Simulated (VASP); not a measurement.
# GaP (Cmcm) in VASP: notebook, part 2 of 2

VASP 6.6.1.

## Step 3: Relaxation of cell and atoms, PBEsol, target pressure 30.7 GPa, at which the enthalpy is minimised

This run uses another cell than the first one, of 13.07 Å³/atom, 1.033 times its volume.

Input file INCAR:

```
PREC = Accurate ; ENCUT = 600
EDIFF = 1E-7 ; ISMEAR = 0
SIGMA = 0.03 ; LREAL = False
LASPH = True ; NELM = 80
ALGO = Normal ; ISIF = 3
LWAVE = False ; LCHARG = False
GGA = PS ; IBRION = 2
NSW = 90 ; EDIFFG = -0.005
PSTRESS = 307.0 ; KPAR = 4
```

Input file KPOINTS:

```
Automatic mesh
0
Gamma
  8 8 2
```

Input file POSCAR:

```
GaP                                     
1.0
    2.3415178997     -2.4864187623      0.0000000000
    2.3415178997      2.4864187623     -0.0000000000
    0.0000000000      0.0000000000     13.4654560566
  P               Ga            
     6     6
Direct
     0.6071519846235371    0.3928480153764629    0.0722886895642785
     0.3928480153764629    0.6071519846235371    0.9277113104357215
     0.3928480153764629    0.6071519846235371    0.5722886895642785
     0.6071519846235371    0.3928480153764629    0.4277113104357214
     0.8900353932729659    0.1099646067270341    0.2500000000000000
     0.1099646067270341    0.8900353932729659    0.7500000000000000
     0.8968341657073897    0.1031658342926104    0.5910191340768469
     0.1031658342926104    0.8968341657073897    0.4089808659231531
     0.1031658342926104    0.8968341657073897    0.0910191340768468
     0.8968341657073897    0.1031658342926104    0.9089808659231531
     0.4135049438903050    0.5864950561096948    0.2500000000000000
     0.5864950561096948    0.4135049438903050    0.7500000000000000
```

Potentials or basis: VASP PAW PBE potentials, release 64 (P, Ga_d).

The run is started by

```sh
$ cat potpaw_PBE.64/P/POTCAR potpaw_PBE.64/Ga_d/POTCAR > POTCAR
$ mpirun -np 4 vasp_std > vasp.out
```

OUTCAR:

```text
PREC = Accurate
   ENCUT = 600
   EDIFF = 1E-7
   ISMEAR = 0
   LREAL = False
   LASPH = True
   NELM = 80
   ISIF = 3
   GGA = PS
   IBRION = 2
   NSW = 90
   EDIFFG = -0.005
   PSTRESS = 307.0

 ion  position               nearest neighbor table
   1  0.607  0.393  0.072-   2 2.22   9 2.36   9 2.36   9 2.48   9 2.52  11 2.58  10 2.63   5 2.78

   2  0.393  0.607  0.928-   1 2.22  10 2.36  10 2.36  10 2.48  10 2.52  12 2.58   9 2.63   6 2.78

   3  0.393  0.607  0.572-   4 2.22   7 2.36   7 2.36   7 2.48   7 2.52  12 2.58   8 2.63   6 2.78
[... 15 lines left out ...]
  11  0.414  0.586  0.250-   5 2.34   5 2.34   5 2.37   1 2.58   4 2.58   5 2.60   8 2.64   9 2.64

  12  0.586  0.414  0.750-   6 2.34   6 2.34   6 2.37   2 2.58   3 2.58   6 2.60  10 2.64   7 2.64

  LATTYP: Found a base centered orthorhombic cell.
 ALAT       =     4.6830357994
 B/A-ratio  =     1.0618833034
 C/A-ratio  =     2.8753690199

  Lattice vectors:

 A1 = (   2.3415178997,  -2.4864187623,   0.0000000000)
 A2 = (   2.3415178997,   2.4864187623,   0.0000000000)
 A3 = (   0.0000000000,   0.0000000000,  13.4654560566)

Analysis of symmetry for initial positions (statically):
=====================================================================
 Subroutine PRICEL returns:
 Original cell was already a primitive cell.

 Routine SETGRP: Setting up the symmetry group for a
 base centered orthorhombic supercell.

 Subroutine GETGRP returns: Found  8 space group operations
 (whereof  4 operations were pure point group operations)
 out of a pool of  8 trial point group operations.

The static configuration has the point symmetry C_2h.
 The point group associated with its full space group is D_2h.

Analysis of symmetry for dynamics (positions and initial velocities):
=====================================================================
 Subroutine PRICEL returns:
 Original cell was already a primitive cell.

 Routine SETGRP: Setting up the symmetry group for a
 base centered orthorhombic supercell.

 Subroutine GETGRP returns: Found  8 space group operations
 (whereof  4 operations were pure point group operations)
 out of a pool of  8 trial point group operations.

The dynamic configuration has the point symmetry C_2h.
 The point group associated with its full space group is D_2h.

 Subroutine INISYM returns: Found  8 space group operations
 (whereof  4 operations are pure point group operations),
 and found     1 'primitive' translations

----------------------------------------------------------------------------------------

                                     Primitive cell

  volume of cell :     156.7916

  direct lattice vectors                    reciprocal lattice vectors
     2.341517900 -2.486418762  0.000000000     0.213536698 -0.201092434  0.000000000
     2.341517900  2.486418762  0.000000000     0.213536698  0.201092434  0.000000000
     0.000000000  0.000000000 13.465456057     0.000000000  0.000000000  0.074264102

  length of vectors
     3.415403978  3.415403978 13.465456057     0.293319089  0.293319089  0.074264102

  position of ions in fractional coordinates (direct lattice)
     0.607151985  0.392848015  0.072288690
     0.392848015  0.607151985  0.927711310
     0.392848015  0.607151985  0.572288690
[... 86 lines left out ...]
 SYSTEM =  unknown system
   PREC   = accura    normal or accurate (medium, high low for compatibility)
   ISTART =      0    job   : 0-new  1-cont  2-samecut
   ICHARG =      2    charge: 1-file 2-atom 10-const
   ISPIN  =      1    spin polarized calculation?
   LNONCOLLINEAR =      F non collinear calculations
   LSORBIT =      F    spin-orbit coupling
   LASPH  =      T    aspherical Exc in radial PAW
   ENCUT  =  600.0 eV  44.10 Ry    6.64 a.u.   6.82  6.82 26.89*2*pi/ulx,y,z
   NELM   =     80;   NELMIN=  2; NELMDL= -5     # of ELM steps
   EDIFF  = 0.1E-06   stopping-criterion for ELM
   LREAL  =      F    real-space projection
   EDIFFG = -.5E-02   stopping-criterion for IOM
   NSW    =     90    number of steps for IOM
   IBRION =      2    ionic relax: 0-MD 1-quasi-New 2-CG
   NFREE  =      1    steps in history (QN), initial steepest desc. (CG)
   ISIF   =      3    stress and relaxation
   ISYM   =      2    0-nonsym 1-usesym 2-fastsym
   POTIM  = 0.5000    time-step for ionic-motion
   TEBEG  =    0.0;   TEEND  =   0.0 temperature during run
   PSTRESS=  307.0 pullay stress
   NELECT =     108.0000    total number of electrons
   NUPDOWN=      -1.0000    fix difference up-down
   EMIN   =  10.00;   EMAX   =-10.00  energy-range for DOS
   EFERMI =   0.00;   METHOD = LEGACY
   ISMEAR =     0;   SIGMA  =   0.03  broadening in eV -4-tet -1-fermi 0-gaus
   EFERMI_NEDOS =   21; number of points for ismear=-14 and -15
   IALGO  =     38    algorithm
   IMIX   =      4    mixing-type and parameters
     AMIX     =   0.40;   BMIX     =  1.00
     AMIX_MAG =   1.60;   BMIX_MAG =  1.00
  volume/ion in A,a.u.               =      13.07        88.17
  Fermi-wavevector in a.u.,A,eV,Ry     =   1.445801  2.732167 28.440804  2.090340
  Thomas-Fermi vector in A             =   2.563942
   LORBIT       =      0    0 simple, 1 ext, 2 COOP (PROOUT), +10 PAW based schemes
   GGA     = PS    functional components
   LHFCALC =     F    Hartree Fock is set to
   AEXX    =    0.0000 exact exchange contribution
   IVDW    =     0    specifies the selected vdW correction
   LEPSILON=     F    determine dielectric tensor
   LRPA    =     F    only Hartree local field effects (RPA)
 conjugate gradient relaxation of ions
 non-spin polarized calculation
 Gauss-broadening in eV      SIGMA  =   0.03
  energy-cutoff  :      600.00
  volume of cell :      156.79
 maximum number of plane-waves:      5274
   NGX = 13   NGY = 13   NGZ = 53

--------------------------------------- Ionic step        1  -------------------------------------------

 number of electron     107.9999992 magnetization

 Free energy of the ion-electron system (eV)
  ---------------------------------------------------
  ext. energy  EPLUGINS =         0.00000000
  ---------------------------------------------------
  free energy    TOTEN  =       -52.36219109 eV

  energy without entropy =      -52.36095255  energy(sigma->0) =      -52.36157182

------------------------ aborting loop because EDIFF is reached ----------------------------------------

  FORCE on cell =-STRESS in cart. coord.  units (eV):
  Direction    XX          YY          ZZ          XY          YZ          ZX
  --------------------------------------------------------------------------------------
  -------------------------------------------------------------------------------------
  Total       29.9882311     29.9620394     29.9293232      0.0000000      0.0000000      0.0000000
  in kB      306.4351729    306.1675323    305.8332214      0.0000000      0.0000000      0.0000000
  external PRESSURE =      -0.8546911 kB  Pullay stress =     307.0000000 kB
[... 127 lines left out ...]
  energy  without entropy=      -52.3492519986  energy(sigma->0) =      -52.34986970

  enthalpy is  TOTEN    =       -22.3187034024 eV   P V=       30.0317840088

[... ionic steps 4 to 16 ...]

--------------------------------------- Ionic step       17  -------------------------------------------

 number of electron     107.9999986 magnetization

------------------------ aborting loop because EDIFF is reached ----------------------------------------
[... 91 lines left out ...]
--------------------------------------- Ionic step       19  -------------------------------------------

 number of electron     107.9999986 magnetization

 Free energy of the ion-electron system (eV)
  ---------------------------------------------------
  ext. energy  EPLUGINS =         0.00000000
  ---------------------------------------------------
  free energy    TOTEN  =       -52.34905954 eV

  energy without entropy =      -52.34810562  energy(sigma->0) =      -52.34858258

 E-fermi :  10.4581     XC(G=0): -12.4869

 val. band max:       10.4353484601   @ k =  -0.1250   0.1250   0.0000
 cond. band min:      10.4689553380   @ k =   0.3750   0.1250   0.0000
 fundamental gap:      0.0336068779
 Fermi energy:        10.4581447916

 k-point     1 :       0.0000    0.0000    0.0000
  band No.  band energies     occupation
      1      -6.0800      2.00000
      2      -5.7157      2.00000
      3      -5.4737      2.00000
      4      -5.4205      2.00000
      5      -5.2866      2.00000
      6      -5.2330      2.00000
[... 1597 lines left out ...]
     63      14.8755      0.00000
     64      14.8755      0.00000

 [... further k-points ...]

------------------------ aborting loop because EDIFF is reached ----------------------------------------

  FORCE on cell =-STRESS in cart. coord.  units (eV):
  Direction    XX          YY          ZZ          XY          YZ          ZX
  --------------------------------------------------------------------------------------
  -------------------------------------------------------------------------------------
  Total       30.0571437     30.0467830     30.0531097      0.0000000      0.0000000      0.0000000
  in kB      307.2761092    307.1701915    307.2348691      0.0000000      0.0000000      0.0000000
  external PRESSURE =       0.2270566 kB  Pullay stress =     307.0000000 kB
[... 31 lines left out ...]
  energy  without entropy=      -52.3481056226  energy(sigma->0) =      -52.34858258

  enthalpy is  TOTEN    =       -22.3189243085 eV   P V=       30.0301352315

 reached required accuracy - stopping structural energy minimisation
```

Run time: 29 min. Hardware: 4 MPI ranks of Intel Xeon Platinum 8259CL at 2.50GHz (Skylake/Cascade Lake), shared host; peak memory 0.54 GiB.

What came out:

| Quantity | Value |
| --- | --- |
| Free energy | -52.3491 eV |
| Relaxed volume | 13.06 Å³/atom |
| Relaxed cell | a = 3.416 Å, b = 3.416 Å, c = 13.454 Å, α = 90.00°, β = 90.00°, γ = 93.45° |
| Space group after relaxing (to 0.05 Å) | Cmcm (No. 63) |
| Energy change on relaxing (the enthalpy is what falls) | +1.1 meV/atom |
| Ionic steps | 19 |
| Pressure after relaxing | 30.7 GPa |
| Largest force after relaxing | 0.005 eV/Å |
| Band gap on the k mesh | none (metal or under the smearing width) |

Forces on the atoms (eV/Å):
```
P    0.000  0.000 -0.001
P    0.000  0.000  0.001
P    0.000  0.000 -0.001
P    0.000  0.000  0.001
P    0.000 -0.001  0.000
P    0.000  0.001  0.000
Ga   0.000 -0.004  0.002
Ga   0.000  0.004 -0.002
Ga   0.000  0.004  0.002
Ga   0.000 -0.004 -0.002
Ga   0.000  0.002  0.000
Ga   0.000 -0.002  0.000
```

The path:
```tsv
step	energy change (eV)	largest force (eV/Å)	pressure (GPa)	volume (Å³)
1	0.0000	0.0104	30.61	156.79
2	0.0303	0.0130	30.87	156.63
3	0.0117	0.0114	30.74	156.73
4	0.0109	0.0134	30.73	156.73
5	0.0096	0.0167	30.72	156.74
6	0.0064	0.0146	30.69	156.76
7	-0.0013	0.0095	30.64	156.80
8	0.0093	0.0062	30.72	156.74
9	0.0096	0.0052	30.71	156.74
10	0.0096	0.0062	30.71	156.74
11	0.0096	0.0075	30.71	156.74
12	0.0095	0.0094	30.70	156.74
13	0.0095	0.0101	30.70	156.74
14	0.0091	0.0079	30.70	156.74
15	0.0081	0.0069	30.68	156.75
16	0.0061	0.0087	30.64	156.76
17	0.0071	0.0069	30.68	156.75
18	0.0121	0.0051	30.71	156.73
19	0.0131	0.0047	30.72	156.72
```

Final structure:
```cif
data_structure
_symmetry_space_group_name_H-M 'P 1'
_symmetry_Int_Tables_number 1
_cell_length_a 3.4161
_cell_length_b 3.4161
_cell_length_c 13.4543
_cell_angle_alpha 90.000
_cell_angle_beta 90.000
_cell_angle_gamma 93.452
_cell_volume 156.72
loop_
_atom_site_label
_atom_site_type_symbol
_atom_site_fract_x
_atom_site_fract_y
_atom_site_fract_z
_atom_site_occupancy
P1 P 0.60722 0.39278 0.07229 1
P2 P 0.39278 0.60722 0.92771 1
P3 P 0.39278 0.60722 0.57229 1
P4 P 0.60722 0.39278 0.42771 1
P5 P 0.88818 0.11182 0.25000 1
P6 P 0.11182 0.88818 0.75000 1
Ga1 Ga 0.89709 0.10290 0.59114 1
Ga2 Ga 0.10290 0.89709 0.40886 1
Ga3 Ga 0.10290 0.89709 0.09114 1
Ga4 Ga 0.89709 0.10290 0.90886 1
Ga5 Ga 0.41215 0.58785 0.25000 1
Ga6 Ga 0.58785 0.41215 0.75000 1
```

Caveat: the cell is relaxed towards a set pressure, so the enthalpy falls and the energy may rise; the PAW data sets were made with another functional, which shifts forces and pressure a little.
